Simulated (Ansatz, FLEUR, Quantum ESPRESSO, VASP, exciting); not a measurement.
TePb: programs and potentials compared

```
CELL_PARAMETERS angstrom
0.00000 3.23100 3.23100
3.23100 0.00000 3.23100
3.23100 3.23100 0.00000
ATOMIC_POSITIONS crystal
Pb 0.00000 0.00000 0.00000
Te 0.50000 0.50000 0.50000
```

Alike in all runs: task band structure; functional PBE; k mesh 7 × 7 × 7; occupations fermi-dirac, width 0.05 eV; no spin polarisation; no spin-orbit coupling. Pressure is positive in compression and, in plane waves, holds the error of the finite cutoff, which Ansatz's Pulay term estimates and takes out. Gaps are the smaller of the mesh's and the band path's.

```csv
program and potentials,plane-wave cutoff (eV),notes,band gap (eV),pressure (GPa)
"Ansatz, all-electron LAPW, scalar-relativistic",-,-,0.73,2.12
"FLEUR, all-electron, FLAPW",-,-,0.73,-
"Quantum ESPRESSO, PseudoDojo 0.4.1 SR PBE standard",1088,15 valence electrons an atom on average,0.74,2.12
"Ansatz, PseudoDojo standard (PBE files)",1120,15 valence electrons an atom on average,0.74,2.02
"VASP, PBE PAW files Pb, Te, release 54, 500 eV",500,5 valence electrons an atom on average,?,?
"Ansatz, Ansatz PAW (files of its older set among them)",640,19 valence electrons an atom on average,0.73,2.15
"Ansatz, SPMS NC",680,15 valence electrons an atom on average; Pulay term of +0.07 GPa included,0.74,2.08
"VASP, PBE PAW files Pb_d_GW, Te_GW, 600 eV",600,11 valence electrons an atom on average,0.73,2.07
"exciting, all-electron LAPW+lo, shipped species files, valence relativity iora*",-,-,0.73,-
```

Q: Estimate from the other rows what the run with VASP, PBE PAW files Pb, Te, release 54, 500 eV gave.

A: Band gap 0.74 eV; pressure 2.00 GPa. The other rows, which needn't bracket it: band gap 0.73 to 0.74; pressure 2.02 to 2.15.
